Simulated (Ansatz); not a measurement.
**MgS (F-43m):V_Mg-H, thermodynamic levels from a 54-atom cell**

Aim: at which Fermi levels does V_Mg-H in MgS (F-43m) change its charge? The model is a cell of 54 host atoms with 1 Mg taken out and 1 H put in.

Main program and level: Ansatz 0.2.0; place-levels on PBEsol runs: charge-transition levels and formation energies with image-charge correction and potential alignment at the atomic sites.

## (1) The starting structure

The cell holds 54 atoms: 26 Mg, 27 S and 1 H. Cell: a = 11.989 Å, b = 11.989 Å, c = 11.989 Å, α = 60.0°, β = 60.0°, γ = 60.0°. It derives from MgS (space group F-43m). Nearest the centre at fractional (0.333, 0.667, 0.667): H54 at 0.95 Å, S18 at 2.45 Å, S35 at 2.45 Å, S34 at 2.45 Å, S30 at 2.45 Å, Mg23 at 4.00 Å, Mg31 at 4.00 Å, Mg13 at 4.00 Å.

Known beforehand: the electronic dielectric constant, 4.14, and the static one, 6.69, computed on the host (DFPT, PBEsol).

The cell's shortest repeat is 12.0 Å.

## (2) Charge states

A transition level is the Fermi level at which two charge states cost the same, so each charge needs its own total energy, at its own relaxed structure.

Each atom starts 0.08 Å or so off its site in a random direction: a symmetric start keeps its symmetry, and would miss off-centre moves and Jahn–Teller distortions. Forces are taken at one point at (¼, ¼, ¼). The cell holds 1 electron more than the neutral one, with a uniform background that keeps it neutral on the whole.

One of the inputs; charge, spin and start change from state to state.

qm1.relax/input.yaml

```yaml
crystal:
  lattice:
    - [0.0, 8.4772986, 8.4772986]
    - [8.4772986, 0.0, 8.4772986]
    - [8.4772986, 8.4772986, 0.0]
  atoms:
    - { symbol: Mg, position: [0.0, 0.0, 0.0] }
    - { symbol: S, position: [0.08333333, 0.08333333, 0.08333333] }
[... 2 atom lines left out ...]
    - { symbol: Mg, position: [0.0, 0.0, 0.66666667] }
    - { symbol: S, position: [0.08333333, 0.08333333, 0.75] }
[... 6 atom lines left out ...]
    - { symbol: Mg, position: [0.0, 0.66666667, 0.0] }
    - { symbol: S, position: [0.08333333, 0.75, 0.08333333] }
[... 2 atom lines left out ...]
    - { symbol: Mg, position: [0.0, 0.66666667, 0.66666667] }
    - { symbol: S, position: [0.08333333, 0.75, 0.75] }
[... 2 atom lines left out ...]
    - { symbol: Mg, position: [0.33333333, 0.0, 0.33333333] }
    - { symbol: S, position: [0.41666667, 0.08333333, 0.41666667] }
    - { symbol: Mg, position: [0.33333333, 0.0, 0.66666667] }
[... 1 atom line left out ...]
    - { symbol: Mg, position: [0.33333333, 0.33333333, 0.0] }
[... 3 atom lines left out ...]
    - { symbol: Mg, position: [0.33333333, 0.33333333, 0.66666667] }
    - { symbol: S, position: [0.41666667, 0.41666667, 0.75] }
    - { symbol: Mg, position: [0.33333333, 0.66666667, 0.0] }
[... 1 atom line left out ...]
    - { symbol: Mg, position: [0.33333333, 0.66666667, 0.33333333] }
    - { symbol: S, position: [0.41666667, 0.75, 0.41666667] }
    - { symbol: S, position: [0.41666667, 0.75, 0.75] }
[... 10 atom lines left out ...]
    - { symbol: Mg, position: [0.66666667, 0.33333333, 0.66666667] }
[... 3 atom lines left out ...]
    - { symbol: Mg, position: [0.66666667, 0.66666667, 0.33333333] }
[... 1 atom line left out ...]
    - { symbol: Mg, position: [0.66666667, 0.66666667, 0.66666667] }
[... 1 atom line left out ...]
    - { symbol: H, position: [0.365588, 0.569904, 0.698921] }
  host:
    repeats: [3, 3, 3]
    atoms:
      - { symbol: Mg, position: [0.0, 0.0, 0.0] }
      - { symbol: S, position: [0.25, 0.25, 0.25] }
total_charge: -1
basis:
  ecutwfc: 420
  xc_grid: 2
hamiltonian:
  xc: pbesol
kpoints:
  mp_grid: { grid: [1, 1, 1], shift: [0.25, 0.25, 0.25] }
scf:
  occupations: { method: fixed }
  max_iter: 80
output:
  forces: true
  charged_corrections:
    epsilon: 4.14
    static_epsilon: 6.69
    defect_position: [0.333333, 0.666667, 0.666667]
relax:
  f_tol: 0.03
  max_steps: 80
  random_displacement: { amplitude: 0.08, seed: 1767 }
checkpoint:
  write: "../qm1.relax.run"
  compress: false
  write_wavefunctions: true
  write_every: 100000
```

Command:

```bash
$ ansatz run input.yaml --threads 4 --pin off --max-ram 6594MiB --backend cpu --events-out ev --progress --plain --runs-dir out
```

The run of this state that the levels use, under PBEsol:

qm1.point/input.yaml

```yaml
crystal:
  checkpoint: "../qm1.relax.run"
  host: checkpoint
total_charge: -1
basis:
  ecutwfc: 420
  xc_grid: 2
hamiltonian:
  xc: pbesol
kpoints:
  mp_grid: { grid: [1, 1, 1], shift: [0.25, 0.25, 0.25] }
scf:
  occupations: { method: fermi_dirac, width: 0.01 }
  max_iter: 80
output:
  forces: true
  eigenvalues: true
  charged_corrections:
    epsilon: 4.14
    static_epsilon: 6.69
    defect_position: [0.333333, 0.666667, 0.666667]
  eigenstates: { localisation: true }
  populations: true
  band_densities: [{ bands: [v1, v1] }, { bands: [c1, c1] }]
  write_density: true
  write_potential: true
  volumetric_format: npy
checkpoint:
  read: "../qm1.relax.run"
  write: "../qm1.point.run"
  compress: false
  write_wavefunctions: false
  write_every: 100000
```

Relaxations under PBEsol at one point at (¼, ¼, ¼); times on 4 threads of Arm Neoverse V2, shared host:

| charge | moment (μB) | occupations | outcome | steps | largest displacement against the far atoms (Å) | time |
| --- | --- | --- | --- | --- | --- | --- |
| −1 | 0 | fixed | converged | 6 | 0.29 | 55 s |
| −1 | 2 | fixed | converged | 9 | 0.36 | 3.7 min |
| 0 | 1 | fixed | converged | 9 | 0.36 | 4.1 min |
| +1 | 0 | fixed | not converged | - | - | 48 s |
| +1 | 0 | fermi-dirac | converged | 8 | 0.60 | 1.8 min |
| +1 | 2 | fixed | converged | 8 | 0.32 | 3 min |

Single points under PBEsol at one point at (¼, ¼, ¼); times on 4 threads of Arm Neoverse V2, shared host:

| charge | moment (μB) | occupations | outcome | time |
| --- | --- | --- | --- | --- |
| −1 | 0 | fermi-dirac | converged | 14 s |
| −1 | 2 | fermi-dirac | converged | 40 s |
| 0 | 1 | fermi-dirac | converged | 36 s |
| +1 | 0 | fermi-dirac | converged | 17 s |
| +1 | 2 | fermi-dirac | converged | 26 s |

Distances (Å) from the ideal centre to the nearest atoms after relaxation with PBEsol:

| charge | moment (μB) | 1. | 2. | 3. | 4. | 5. | 6. |
| --- | --- | --- | --- | --- | --- | --- | --- |
| −1 | 0 | H 1.21 | S 2.36 | S 2.39 | S 2.40 | S 2.58 | Mg 3.89 |
| −1 | 2 | H 1.23 | S 2.21 | S 2.58 | S 2.58 | S 2.62 | Mg 3.88 |
| 0 | 1 | H 1.25 | S 2.20 | S 2.59 | S 2.60 | S 2.62 | Mg 3.87 |
| +1 | 0 | H 1.23 | S 2.27 | S 2.58 | S 2.71 | S 3.04 | Mg 3.87 |
| +1 | 2 | H 1.26 | S 2.62 | S 2.66 | S 2.67 | S 2.69 | Mg 4.03 |

## (3) place-levels, PBEsol

A charged cell interacts with its images and the background, and its potential has another zero than the host's. place-levels removes the first by a point-charge model, screened by the static dielectric constant since the ions have relaxed around the charge, and the second by comparing potentials at atoms far from the defect.

The host is a run of the defect-free crystal in the same cutoffs, grids and k-points, so that basis and sampling errors cancel in part in the differences. The host is run in a cell of 2 atoms on a matching mesh. Its band edges are searched through the zone by a band path, so the gap is smaller than, or equal to, that on the mesh. Chemical potentials are energies per atom of Mg (hcp) and H (H2 molecule), run with the same functional and cutoff.

levels.point.yaml

```yaml
host:
  run: host.point.run
states: [qm1.point.run, qm1_M2.point.run, q0_M1.point.run, qp1.point.run, qp1_M2.point.run]
geometry_from:
  qm1.point.run: qm1.relax.run
  qm1_M2.point.run: qm1_M2.relax.run
  q0_M1.point.run: q0_M1.relax.run
  qp1.point.run: qp1.relax_smeared.run
  qp1_M2.point.run: qp1_M2.relax.run
  host.point.run: host.relax.run
chemical_potentials:
  Mg:
    energy: -1912.053531
    dataset: "<sha256 of the dataset>"
  H:
    energy: -15.609288
    dataset: "<sha256 of the dataset>"
```

Command:

```bash
$ ansatz place-levels levels.point.yaml -- --threads 4 --pin off --max-ram 6594MiB
```

Numbers of over 12 decimals in the logs are rounded to 6 here.

What it wrote:

```text
[... repeated set-up lines and file paths are left out, and long positions are rounded to six places ...]
(+1/0) 0.116 eV above the valence edge, 3.190 eV under the conduction edge
(0/-1) 0.909 eV above the valence edge, 2.398 eV under the conduction edge
formation energy of charge +1: +4.433 eV with the Fermi level at the valence edge
formation energy of charge 0: +4.549 eV with the Fermi level at the valence edge
formation energy of charge -1: +5.458 eV with the Fermi level at the valence edge
  edges by pbesol, gap 3.307 eV; the host is sampled to repeats of 11.99 Å
  the defect's cells are sampled to repeats of 11.99 Å, like sampling
  charge +1: -73694.5503 eV with its correction of +0.045 eV, at epsilon 6.69, aligned at sites: -0.2459 eV, mean over 19 atomic sites at or beyond 5.99 Å from the defect at [0.3333, 0.6667, 0.6667], with +0.000000 for the charge's moments and without [...]
  charge 0: +0.000 eV for its dipole among its images, +0.000 omitted
  charge -1: -73687.2431 eV with its correction of +0.441 eV, at epsilon 6.69, aligned at sites: -0.1502 eV, mean over 19 atomic sites at or beyond 5.99 Å from the defect at [0.3333, 0.6667, 0.6667], with -0.000000 for the charge's moments and without [...]
  charge +1: states[3] (qp1.point.run) stands 0.170 eV higher, with a moment of 0.00 μB against 2.00
  states[3] (qp1.point.run): levels filled in part (TS 0.001 eV): its energy is of no whole electron's
  charge -1: states[1] (qm1_M2.point.run) stands 2.950 eV higher, with a moment of 2.00 μB against 0.00
  of states[4] (qp1_M2.point.run): how wide its charge is, is not read beside other atoms or cores, and a band state would take no correction. [...]
  of states[0] (qm1.point.run): how wide its charge is, is not read beside other atoms or cores, and a band state would take no correction. [...]
  of states[3] (qp1.point.run): how wide its charge is, is not read beside other atoms or cores, and a band state would take no correction. [...]
  of states[1] (qm1_M2.point.run): how wide its charge is, is not read beside other atoms or cores, and a band state would take no correction. [...]
```

It took 0.25 s on 4 threads of Arm Neoverse V2, shared host.

Under PBEsol the gap is 3.31 eV, (+1/0) 0.12, (0/−1) 0.91 eV.

Levels between the charges placed, in eV above the valence top:

|  | gap (eV) | (+1/0) | (0/−1) |
| --- | --- | --- | --- |
| PBEsol | 3.31 | 0.12 | 0.91 |

Corrections by state:

| charge | moment (μB) | image terms and alignment (eV) | band filling (eV) | ε used | over the lowest of its charge, as the program ranks them, band filling apart (eV) |
| --- | --- | --- | --- | --- | --- |
| +1 | 2.0 | 0.045 | - | 6.69 | 0.000 |
| 0 | 1.0 | 0.000 | - | - | 0.000 |
| −1 | 0.0 | 0.441 | - | 6.69 | 0.000 |
| +1 | 0.0 | 0.010 | - | 6.69 | 0.170 |
| −1 | 2.0 | 0.375 | - | 6.69 | 2.950 |

From the program's caveats on the states, each cut to its opening words:

- charge +1 (2 μB), −1, +1, −1 (2 μB): how wide its charge is, is not read beside other atoms or cores, and a band state would take no correction
- charge +1 (2 μB): its alignment with the host at atomic sites is doubtful: the mean over the far sites moves by -0.1485 eV from their farther parts to their nearer, more than [...]
- charge +1 (2 μB): flagged: stability check not made
- charge −1: its alignment with the host at atomic sites is doubtful: the mean over the far sites moves by +0.0556 eV from their farther parts to their nearer, more than [...]
- charge +1: its alignment with the host at atomic sites is doubtful: the mean over the far sites moves by -0.1910 eV from their farther parts to their nearer, more than [...]
- charge −1 (2 μB): its alignment with the host at atomic sites is doubtful: the mean over the far sites moves by -0.0853 eV from their farther parts to their nearer, more than [...]
- charge −1 (2 μB): its moments are held at its close (magnetization.spin_locking), by a field of 1.555 eV a Bohr magneton, and its energy and levels are of the state that this [...]

The host's formation energy from the elements is -1.415 eV per atom; it sets how far the chemical potentials can move.

Limit set by the element alone; other compounds of these elements are not counted. Chemical potentials from the elements' reference states: Mg 0.00 eV, S -2.83 eV, H 0.00 eV. Formation energy by charge state (Mg-rich; gap 3.31 eV):

| charge | at valence top (eV) | at conduction bottom (eV) | correction included (eV) |
| --- | --- | --- | --- |
| +1 | 4.43 | 7.74 | 0.05 |
| 0 | 4.55 | 4.55 | 0.00 |
| −1 | 5.46 | 2.15 | 0.44 |

Fermi level (eV), lowest formation energy (eV) and a bar from the least value:
```
     0.00       4.43 #############################
     0.30       4.55 ##############################
     0.60       4.55 ##############################
     0.90       4.55 ##############################
     1.20       4.26 ##########################
     1.50       3.96 #######################
     1.80       3.65 ###################
     2.11       3.35 ###############
     2.41       3.05 ###########
     2.71       2.75 ########
     3.01       2.45 ####
     3.31       2.15
```

Limit set by the element alone; other compounds of these elements are not counted. Chemical potentials from the elements' reference states: S 0.00 eV, Mg -2.83 eV, H 0.00 eV. Formation energy by charge state (S-rich; gap 3.31 eV):

| charge | at valence top (eV) | at conduction bottom (eV) | correction included (eV) |
| --- | --- | --- | --- |
| +1 | 1.60 | 4.91 | 0.05 |
| 0 | 1.72 | 1.72 | 0.00 |
| −1 | 2.63 | -0.68 | 0.44 |

```
Fermi level (eV)  lowest formation energy (eV)
            0.00                          1.60
            0.30                          1.72
            0.60                          1.72
            0.90                          1.72
            1.20                          1.43
            1.50                          1.13
            1.80                          0.82
            2.11                          0.52
            2.41                          0.22
            2.71                         -0.08
            3.01                         -0.38
            3.31                         -0.68
```

## (4) Levels against the band edges, r2SCAN

r2SCAN on the same structure is run to see how far the result rests on the functional, though not on the errors that semilocal functionals share.

qm1.r2scan/input.yaml, as its differences from qm1.point/input.yaml of step 2:

```diff
@@ -5,6 +5,6 @@
 basis:
-  ecutwfc: 420
+  ecutwfc: 500
   xc_grid: 2
 hamiltonian:
-  xc: pbesol
+  xc: r2scan
 kpoints:
@@ -27,5 +27,5 @@
   volumetric_format: npy
+  elf: true
 checkpoint:
-  read: "../qm1.relax.run"
-  write: "../qm1.point.run"
+  write: "../qm1.r2scan.run"
   compress: false
```

The job ended after 37 s (4 threads; peak memory 2.6 GiB).

levels.r2scan.yaml

```yaml
host:
  run: host.r2scan.run
states: [qm1.r2scan.run, qm1_M2.r2scan.run, q0_M1.r2scan.run, qp1.r2scan.run, qp1_M2.r2scan.run]
geometry_from:
  qm1.r2scan.run: qm1.relax.run
  qm1_M2.r2scan.run: qm1_M2.relax.run
  q0_M1.r2scan.run: q0_M1.relax.run
  qp1.r2scan.run: qp1.relax_smeared.run
  qp1_M2.r2scan.run: qp1_M2.relax.run
  host.r2scan.run: host.relax.run
chemical_potentials:
  Mg:
    energy: -1926.408907
    dataset: "<sha256 of the dataset>"
  H:
    energy: -15.945667
    dataset: "<sha256 of the dataset>"
```

Command:

```bash
$ ansatz place-levels levels.r2scan.yaml -- --threads 4 --pin off --max-ram 6594MiB
```

What it wrote:

```text
(+1/0) 0.297 eV above the valence edge, 3.862 eV under the conduction edge
(0/-1) 1.054 eV above the valence edge, 3.106 eV under the conduction edge
formation energy of charge +1: +4.768 eV with the Fermi level at the valence edge
formation energy of charge 0: +5.065 eV with the Fermi level at the valence edge
formation energy of charge -1: +6.119 eV with the Fermi level at the valence edge
  edges by r2scan, gap 4.159 eV; the host is sampled to repeats of 11.99 Å
[... the lines on each state left out ...]
```

Wall time 0.27 s (4 threads).

Under r2SCAN the gap is 4.16 eV, (+1/0) 0.30, (0/−1) 1.05 eV; the stage before (PBEsol) gave a gap of 3.31 eV and levels within 0.18 eV of these.

## (5) What a wrong or other choice does

The levels are placed again with one choice changed, to see how much they rest on it.

levels.try0.yaml is levels.point.yaml with these lines changed:

```diff
+epsilon: 5.51
+static_epsilon: 8.9
```

Command:

```bash
$ ansatz place-levels levels.try0.yaml -- --threads 4 --pin off --max-ram 6594MiB
```

What it wrote:

```text
(+1/0) 0.164 eV above the valence edge, 3.142 eV under the conduction edge
(0/-1) 0.860 eV above the valence edge, 2.446 eV under the conduction edge
formation energy of charge +1: +4.385 eV with the Fermi level at the valence edge
formation energy of charge 0: +4.549 eV with the Fermi level at the valence edge
formation energy of charge -1: +5.409 eV with the Fermi level at the valence edge
  edges by pbesol, gap 3.307 eV; the host is sampled to repeats of 11.99 Å
[... the lines on each state left out ...]
```

The change: dielectric constants a third too high.

Levels in eV above the valence top; the changed ones are not the defect's:

|  | gap (eV) | (+1/0) | (0/−1) |
| --- | --- | --- | --- |
| changed | 3.31 | 0.16 | 0.86 |
| as set up | 3.31 | 0.12 | 0.91 |

The largest shift is 0.05 eV.

## (6) The ladder

Levels between neighbouring charges, in eV above each run's own valence top:

|  | gap (eV) | (+1/0) | (0/−1) | CPU time a state at this stage (restarts are quicker than cold starts) |
| --- | --- | --- | --- | --- |
| PBEsol, (¼, ¼, ¼) | 3.31 | 0.12 | 0.91 | 1.7 min |
| r2SCAN on PBEsol structures, (¼, ¼, ¼) | 4.16 | 0.30 | 1.05 | 6 min |

## (7) Summary of results

| Quantity | Value |
| --- | --- |
| gap of the host | 3.31 eV (PBEsol) |
| level (plus 1/0) | 0.12 eV above the valence top |
| level (0/minus 1) | 0.91 eV above the valence top |
| lowest of the charges placed, just above the valence top (0.02 eV) | +1 |
| lowest of the charges placed, just below the conduction bottom (0.02 eV) | −1 |
| lowest formation energy at mid-gap of the charges run, Mg-rich | 3.80 eV |
| lowest formation energy at mid-gap of the charges run, S-rich | 0.97 eV |

In words: Of the charges placed (−1, 0 and +1), the lowest changes at 0.12 eV (+1/0) and 0.91 eV (0/−1) above the valence top, in a gap of 3.31 eV. (+1/0) lies 0.12 eV from a band edge, less than the doubt on such levels. Charges above +1 and below −1 were not placed, so these runs say nothing of levels that involve them. States placed: +1 at 2 μB and 0 μB; 0 at 1 μB; −1 at 0 μB and 2 μB. Other spin states or structures, where not listed, weren't placed. H is taken at its element; compounds, which aren't counted here, bound the chemical potentials and would shift these formation energies. At these k-points the host's energy lies 0.024 eV an atom over its dense-mesh value, so formation energies, which change the electron count of bands, can be off by tenths of an eV. The program doubts the alignment of potentials for at least one state, a sign that the cell is small. What this leaves open: one k-point off the zone centre stands for the whole zone; PBEsol makes the gap too small and tends to spread out bound carriers.

[Logs are printed without paths, hosts, clocks, repeated set-up lines and the standing remarks that a program may print on its own settings, such as how far it seeks lower states.]

[Hosts, paths, dates, database ids (printed as entryN), source tags and the programs' standing remarks are cut or masked in the printed files.]

[Where a table of states has a column of steps, it counts the stored structures, which are thinned; the runs took as many ionic steps or more.]

[A defect's name tells the site on which it was built; relaxed atoms can leave that site.]

[For some hosts the program warned that the k-mesh of the response run may be too coarse for force constants and the static dielectric constant; such warnings are not shown here.]
